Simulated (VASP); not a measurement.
Write the native input for VASP 6.6.1 that does the following.

* Task: single point
* Functional: PBEsol
* Potentials or basis: VASP PAW PBE potentials, release 64 (Si)
* Cutoff: 520 eV
* k mesh: 2 × 2 × 2
* Occupations: fermi-dirac, width 0.05 eV
* Spin: no spin polarisation
* Dipole correction: no
* Further INCAR settings: LREAL = Auto; ALGO = Fast; EDIFF = 1e-06; NBANDS = 48

The structure of Si (a cell with a defect) lies in POSCAR:

```
Si
1.0
    0.0000000000      5.4300000000      5.4300000000
    5.4300000000      0.0000000000      5.4300000000
    5.4300000000      5.4300000000      0.0000000000
Si
17
Direct
   -0.0096058932     -0.0100338858      0.0239869245
    0.1260678637      0.1254726519      0.1286437385
    0.0030080110      0.0024255064      0.5076912523
    0.1134755985      0.1128790976      0.6552382136
    0.0010170350      0.4978824125     -0.0024000921
    0.1261613260      0.6142285451      0.1284616943
    0.0030071823      0.4812093923      0.5074020258
    0.1313928177      0.6187058932      0.6253591160
    0.4984676796      0.0003965930     -0.0025089319
    0.6147219153      0.1257103131      0.1282539595
    0.4818011050      0.0025051565      0.5071482505
    0.6192773481      0.1307826888      0.6252539595
    0.4984135359      0.4979678637     -0.0026231123
    0.6274883978      0.6268624309      0.1128639042
    0.5031156538      0.5025357274      0.4860828729
    0.6193266114      0.6189021179      0.6252422652
    0.8616737569      0.8609411602      0.4105805709
```

The cell was built by a generator and needn't be a form met in nature.

The input as run:

INCAR

```
  PREC = Accurate
  ENCUT = 520
  EDIFF = 1E-6
  ISMEAR = -1
  SIGMA = 0.05
  LREAL = Auto
  LASPH = T
  NELM = 80
  ALGO = Fast
  ISIF = 2
  LWAVE = F
  LCHARG = F
  GGA = PS
  NBANDS = 48
```

KPOINTS

```
regular mesh
0
Gamma
  2 2 2
```

Potentials or basis: VASP PAW PBE potentials, release 64 (Si).

Run with:

```bash
$ cat potpaw_PBE.64/Si/POTCAR > POTCAR
$ mpirun -np 1 vasp_std > vasp.out
```

Results of the run:

The pressure is 3.3 GPa and the largest force is 0.150 eV/Å. The band gap on the k mesh is none (metal or under the smearing width).

Caveat: the k mesh is coarse (spacing up to 0.50 Å⁻¹), so the values aren't converged; the PAW data sets were made with another functional, which shifts forces and pressure a little.

It took 2.7 min on 1 thread of AMD EPYC 9R45 (Zen 5), on a shared host, peak memory 0.43 GiB.
